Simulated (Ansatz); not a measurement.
AlCo, 2 atoms in the cell. The structure is cubic, space group Pm-3m (No. 221). The conventional cell has a = 2.819 Å, b = 2.819 Å, c = 2.819 Å, α = 90.00°, β = 90.00°, γ = 90.00°. Co (site symmetry m-3m) has 8 Al at 2.44 Å as nearest neighbours. Around Al (site symmetry m-3m) lie 8 Co at 2.44 Å. The cell is a database's computed one.

```yaml
Program: Ansatz 0.2.0
Task: phonons
Functional: PBE
Potentials_or_basis: Ansatz PAW
Cutoff: "420 eV (not typed: the program's choice for these potentials)"
k_mesh: 8 × 8 × 8
Occupations: fermi-dirac, width 0.1 eV
Spin: collinear spin, ferromagnetic start
Starting_moments: "[2.0, 0.0] μB"
Hubbard_terms: Co d U = 3.0 eV
q_mesh: 2 × 2 × 2
Path: "[[\"G\", \"X\", \"M\", \"G\", \"R\", \"X\"], [\"M\", \"R\"]]"
Points_for_each_segment_of_the_path: 8
Double_counting: fll
Hubbard_projectors: ortho-atomic (the default)
```

Potentials or basis: Ansatz PAW.

The run is started by

```sh
$ ansatz run input.yaml --threads 1 --pin off --max-ram 2560MiB --backend cpu --events-out ev --progress --plain --runs-dir out
```

Hardware: 1 thread of Arm Neoverse V2 (shared host).

Question: Estimate the wall time of this run.

Answer: It took 52 s on 1 thread of Arm Neoverse V2 (shared host), peak memory 0.66 GiB. Counts: scf iterations 18, plane waves 461, k points 40, bands 15.
